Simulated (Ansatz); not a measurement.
A plane-wave DFT run in Ansatz 0.2.0 (scalar-relativistic PAW potentials unless the input names others): input and command.

```yaml
crystal:
  lattice:
    - [4.1053305968, 0.0, 0.0]
    - [0.0, 4.1053305968, 0.0]
    - [0.0, 0.0, 4.1053305968]
  atoms:
    - { symbol: Sc, position: [0.0, 0.0, 0.0] }
    - { symbol: Al, position: [0.5, 0.0, 0.5] }
    - { symbol: Al, position: [0.0, 0.5, 0.5] }
    - { symbol: Al, position: [0.5, 0.5, 0.0] }
basis:
  precision: f64
kpoints:
  mp_grid: { grid: [14, 14, 14] }
hamiltonian:
  xc: pbesol
scf:
  occupations: { method: gaussian, width: 0.15 }
  eigensolver: { kind: davidson }
output:
  forces: true
  eigenvalues: true
  stress: true
```

```bash
ansatz run input.yaml --threads 1 --pin off --max-ram 2560MiB --backend cpu --events-out ev --progress --plain --runs-dir out
```

Abridged log:
```
Pseudopotentials: kind: paw
Pseudopotential: Sc, paw, valence charge 11, recommended cutoff 420 eV (normal)
Pseudopotential: Al, paw, valence charge 3, recommended cutoff 420 eV (normal)
Functional definition: PBEsol
Crystal: 4 atoms, lattice volume = 69.190 Å³
Basis set: ecut = 420 eV, 1357 PW (Γ), exchange–correlation on 60×60×60 points (8 copies of the dense FFT grid, shifted against one another)
Bands: 14, of which v1, the nominal top of the filled ones, is band 10 counted from 1 (9 counted from 0)
Symmetry: 48 space group operations
Space group: Pm-3m (ITA 221), of the structure as read, at distance tolerance 4.1e-5 Å
k-points: 120 of 2744
Initial density: superposition of atomic densities (neutral atoms: chi_scale 0, normalization atom), corrected by the library's trained network
Initial wavefunctions: pseudopotential atomic-orbital guess
Functional: x = pbesol(κ = 0.804, μ = 0.12345679), c = pbesol(β = 0.046)
SCF iter   1: F=—  HF=-3686.905622 eV  |F-HF|=—  |Δ(HF+E_count)|=         —  Δρ=2.93e-3  dr2=1.62e-2  ethr=1.77e-3  ⟨swp⟩=9.2  Hψ=9192  notcnv=1
SCF iter   2: F=—  HF=-3686.903716 eV  |F-HF|=—  |Δ(HF+E_count)|=   1.91e-3  Δρ=1.87e-3  dr2=5.57e-3  ethr=8.12e-5  ⟨swp⟩=4.0  Hψ=3697  notcnv=0  defer=30
SCF iter   3: F=—  HF=-3686.902389 eV  |F-HF|=—  |Δ(HF+E_count)|=   1.33e-3  Δρ=3.16e-4  dr2=6.52e-5  ethr=3.35e-7  ⟨swp⟩=5.6  Hψ=8785  notcnv=0  defer=2
SCF iter   4: F=—  HF=-3686.902442 eV  |F-HF|=—  |Δ(HF+E_count)|=   5.27e-5  Δρ=1.14e-4  dr2=1.25e-5  ethr=3.26e-7  ⟨swp⟩=2.0  Hψ=2927  notcnv=0  defer=4
SCF iter   5: F=—  HF=-3686.902441 eV  |F-HF|=—  |Δ(HF+E_count)|=   7.13e-7  Δρ=6.37e-5  dr2=4.83e-6  ethr=6.25e-8  ⟨swp⟩=4.6  Hψ=4177  notcnv=0
SCF iter   6: F=-3686.902440 eV  HF=-3686.902440 eV  |F-HF|=2.58e-8  |Δ(HF+E_count)|=   1.06e-6  Δρ=1.08e-5  dr2=6.29e-8  ethr=2.42e-8  ⟨swp⟩=4.0  Hψ=3492  notcnv=0  defer=1
the search or the solves at the SCF's close seem to have found levels that the self-consistency loop had missed (the run counts 1). By its estimate they hold under 1e-12 electrons; where the run keeps them, the occupations were computed again with them
SCF 1 converged in 6 iterations: F = -3686.902440 eV  dr2 = 6.29e-8
  Residual-converged pass: ⟨swp⟩=4.1  Hψ=4685  notcnv=0  max |occ|·‖R‖ = 6.6e-6 eV (tolerance 6.7e-6 eV) dr2=8.56e-8  dr2_onsite=5.17e-9  max |Δocc| = 3.9e-8
SCF converged after 6 iterations
Free energy (F): -3686.902440 eV
Harris-Foulkes:  -3686.902440 eV  (|F-HF|=2.58e-8)
Internal energy: -3686.887908 eV  (E = F + TS)
E sigma→0 (E₀):  -3686.895174 eV
Entropy (-TS):   -0.014532 eV (-3.633 meV/atom)
Fermi energy:    9.037764 eV
--- Forces (eV/Å), atoms counted from 1 ---
  atom   1  Sc     0.00000000     0.00000000     0.00000000
  atom   2  Al     0.00000000     0.00000000     0.00000000
  atom   3  Al     0.00000000     0.00000000     0.00000000
  atom   4  Al     0.00000000     0.00000000     0.00000000
--- Stress (GPa, compression-positive) ---
       -2.140354       0.000000       0.000000
        0.000000      -2.140354       0.000000
        0.000000       0.000000      -2.140354
  P = ⅓ Tr σ = -2.1404 GPa (-21.404 kbar)
```

Apart from outputs and empty bands, the input differs from a reference run on usual settings in scf.eigensolver.kind: not typed → "davidson"; basis.precision: not typed → "f64"; hamiltonian.xc: "pbe" → "pbesol"; basis.ecutwfc: 420 → not typed. The reference, at the same geometry, gave pressure 0.04 GPa, largest force 0.000 eV/Å, no gap on the mesh. This run converged in 6 SCF iterations (reference: 6) with a total energy on another zero, pressure -2.14 GPa, largest force 0.000 eV/Å, no gap on the mesh.

The run took 8.4 s on 1 thread of Arm Neoverse V2, on a shared host, peak memory 0.35 GiB.